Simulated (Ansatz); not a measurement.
# A series in volume per atom on Al₂Pt

All results are calculated (Ansatz 0.2.0). Periodic Kohn-Sham DFT of a crystal at fixed atoms; pressure and stress are positive in compression; the energy is the free energy less that of spherical unpolarised free atoms; site moments are those in the method's own spheres, positive along +z.

Cell of the first row (space group Fm-3m, No. 225):
```
CELL_PARAMETERS angstrom
0.00000 2.89470 2.89470
2.89470 0.00000 2.89470
2.89470 2.89470 0.00000
ATOMIC_POSITIONS crystal
Al 0.25000 0.25000 0.25000
Al 0.75000 0.75000 0.75000
Pt 0.00000 0.00000 0.00000
```

Settings of every row: method all-electron LAPW; functional LDA; relativity scalar; k mesh 12x12x12; filling fermi-dirac; smearing width 0.08 eV; basis error target 1 meV/atom; nucleus gaussian.

Atom start moment: 0 on all atoms.

Limits: no spin-orbit coupling on heavy atoms.

```
row  volume per atom (Å³)  pressure (GPa)  energy less free atoms (eV/atom)
  1                 16.17               ?                                 ?
  2                16.858           -1.22                           -6.2161
  3                17.202          -3.917                           -6.2105
  4                17.374          -5.156                           -6.2057
  5                 17.89           -8.48                           -6.1835
```

Question: what pressure and energy less free atoms should row 1 give?

Worked fit of pressure. Take u = (V_r/V)^(2/3) − 1 with V_r = 17.288 Å³ an atom, which is twice the finite (Eulerian) strain; such expansions in the strain, on which the Birch-Murnaghan equation of state is built, carry the rest volume and the bulk modulus. The shown rows have u = 0.01693, 0.00333, -0.0033, -0.02256. Least squares give pressure = −4.5454 + 186.979 × u + 557.42 × u² GPa; a straight line predicts inner rows, each left out in turn, worse (root mean square 0.14 against 0.00081 GPa). All shown rows lie on it to the printed digit. The withheld row has u = 0.04558, so the fit gives −4.5454 + 186.979 × (0.04558) + 557.42 × (0.04558)² = 5.135 GPa.

The calculation gave 5.167 GPa. The fit lies 0.032 GPa (0.23 % of the column's range) below it; its largest miss of a shown row is 0.000 GPa. This row lies beyond the range of the fit.

Worked fit of energy less free atoms. Take u = (V_r/V)^(2/3) − 1 with V_r = 17.288 Å³ an atom, which is twice the finite (Eulerian) strain; such expansions in the strain, on which the Birch-Murnaghan equation of state is built, carry the rest volume and the bulk modulus. The shown rows have u = 0.01693, 0.00333, -0.0033, -0.02256. Least squares give energy less free atoms = −6.20827 − 0.7346 × u + 16.092 × u² eV/atom; a straight line predicts inner rows, each left out in turn, worse (root mean square 0.004 against 7e-05 eV/atom). All shown rows lie on it to the printed digit. The withheld row has u = 0.04558, so the fit gives −6.20827 − 0.7346 × (0.04558) + 16.092 × (0.04558)² = -6.2083 eV/atom.

The calculation gave -6.2082 eV/atom. The fit lies 0.0001 eV/atom (0.31 % of the column's range) below it, one unit of the last digit. This row lies beyond the range of the fit.
